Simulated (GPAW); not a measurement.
Write an ASE script for GPAW 26.7.0 that does the following.

```
Task                : band structure
Functional          : optPBE-vdW
Potentials or basis : GPAW PAW data sets (gpaw-data 1.2.1)
Cutoff              : 600 eV
Basis               : pw
k mesh              : 7 × 7 × 7
Occupations         : fermi-dirac, width 0.05 eV
Spin                : collinear spin, ferromagnetic start
Starting moments    : [4.0, 0.0] μB
Maxiter             : 150
Band path           : GXWKGLUWLK,UX
Band points         : 80
```

The structure of MnS lies in POSCAR:

```
MnS
1.0
    0.0000000000      2.6045000000      2.6045000000
    2.6045000000      0.0000000000      2.6045000000
    2.6045000000      2.6045000000      0.0000000000
Mn S
1 1
Direct
    0.0000000000      0.0000000000      0.0000000000
    0.5000000000      0.5000000000      0.5000000000
```

The input as run:

run.py

```python
from ase.dft.bandgap import bandgap
from ase.io import read, write
from gpaw import GPAW, PW

atoms = read('POSCAR')
atoms.set_initial_magnetic_moments([4.0, 0.0])

calc = GPAW(mode=PW(600),
            xc={'name': 'optPBE-vdW', 'backend': 'libvdwxc'},
            kpts={'size': (7, 7, 7), 'gamma': True},
            occupations={'name': 'fermi-dirac', 'width': 0.05},
            nbands=21,
            convergence={'density': 1e-05, 'energy': 1e-05},
            maxiter=150,
            txt='gpaw.txt')
atoms.calc = calc
energy = atoms.get_potential_energy()
forces = atoms.get_forces()
calc.write('gs.gpw')
write('result.traj', atoms)
print(f'Energy: {energy:.6f} eV')
print('Forces (eV/A):')
print(forces.round(4))
print('Moments:', calc.get_magnetic_moments().round(3))
print('Fermi level:', round(calc.get_fermi_level(), 4), 'eV')
print(f'Gap: {bandgap(calc)[0]:.4f} eV, direct: {bandgap(calc, direct=True)[0]:.4f} eV')

path = atoms.cell.bandpath('GXWKGLUWLK,UX', npoints=80, eps=1e-4)
bs_calc = calc.fixed_density(kpts=path, symmetry='off', nbands=32,
                             convergence={'bands': 'CBM+6.0', 'eigenstates': 1e-6}, txt='bands.txt')
bs = bs_calc.band_structure()
bs.write('bs.json')
print(f'Gap on the path: {bandgap(bs_calc)[0]:.4f} eV')
```

Potentials or basis: GPAW PAW data sets (gpaw-data 1.2.1), pw.

Launch:

```bash
$ OMP_NUM_THREADS=1 python run.py
```

It gave:

```yaml
Band_gap_along_the_path: none (metal or under the smearing width)
Net_moment: 4.66 μB per cell
Site_moments: Mn +4.13; S +0.11 μB
```

Caveat: the PAW data sets were made with another functional, which shifts forces and pressure a little; a cell with one magnetic atom can't hold antiferromagnetic order, which such compounds often take; semilocal functionals often make such compounds metallic where correlation or magnetic order opens a gap, which also shifts bond lengths.

It took 53 s on 1 thread of Intel(R) Xeon(R) Platinum 8488C (Sapphire Rapids), on a shared host, peak memory 0.32 GiB.
